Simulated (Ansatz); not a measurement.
# Pb: stress in a strained cell

Pb is deformed so: z strained by +1.5 % at fixed volume. What stress and forces result, by LAPW, PAW and all-electron datasets made for the crystal?

The COD entry's cell or inner coordinates are ideal or old and differ from later refinements, so a difference from it is no clean test against experiment.

Method: DFT PBE, scalar-relativistic, in Ansatz 0.2.0.

## (1) Starting point

Symmetry: Fm-3m, No. 225, cubic system. Conventional cell: a = 4.940 Å, b = 4.940 Å, c = 4.940 Å, α = 90.00°, β = 90.00°, γ = 90.00°. Pb (site symmetry m-3m) is surrounded by 12 Pb at 3.49 Å.

Coordinates:

```
CELL_PARAMETERS angstrom
0.00000 2.46980 2.46980
2.46980 0.00000 2.46980
2.46980 2.46980 0.00000
ATOMIC_POSITIONS crystal
Pb 0.00000 0.00000 0.00000
```

## (2) After the deformation

Space group Fm-3m before, I4/mmm after.

## (3) LAPW, all electrons

Input file input.yaml:

```yaml
crystal:
  lattice:
    - [0.0, 2.4514823183, 2.506847]
    - [2.4514823183, 0.0, 2.506847]
    - [2.4514823183, 2.4514823183, 0.0]
  atoms:
    - { symbol: Pb, position: [0.0, 0.0, 0.0] }
kpoints:
  mp_grid: { grid: [12, 12, 12] }
scf:
  occupations: { method: fermi_dirac, width: 0.05 }
hamiltonian:
  xc: pbe
  pseudopotentials: { kind: all_electron, lapw: { basis_error: 0.00025 } }
output:
  forces: true
  stress: true
  eigenvalues: true
```

## (4) PAW with frozen cores

input.yaml, as its differences from that of step 3:

```diff
@@ -13,3 +13,3 @@
   xc: pbe
-  pseudopotentials: { kind: all_electron, lapw: { basis_error: 0.00025 } }
+  pseudopotentials: { kind: paw }
 output:
@@ -18 +18,2 @@
   eigenvalues: true
+  efg: { contact_densities: true }
```

## (5) All-electron PAW on datasets made for the crystal

input.yaml, as its differences from that of step 4:

```diff
@@ -13,3 +13,3 @@
   xc: pbe
-  pseudopotentials: { kind: paw }
+  pseudopotentials: { kind: all_electron, datasets: crystal }
 output:
```

(Steps that only read results are left out.)

**Question.** What will these runs give? Wanted: pressure; largest shear or deviatoric stress.

The runs gave:

| quantity | value |
| --- | --- |
| pressure | LAPW 2.95, PAW 2.94, crystal datasets 2.95 GPa |
| largest shear or deviatoric stress (LAPW) | 0.40 GPa |

The largest part of the stress beyond the pressure is 0.40 GPa in size, in the zz component. No run of the undeformed cell stands beside it, so the pressure holds what the given cell had before the change. PAW: stress within 0.01 GPa of LAPW. Crystal datasets: stress within 0.01 GPa of LAPW. Spin-orbit coupling is left out, though the cell holds Pb; in elements this heavy it can shift bands and gaps by tenths of an eV.
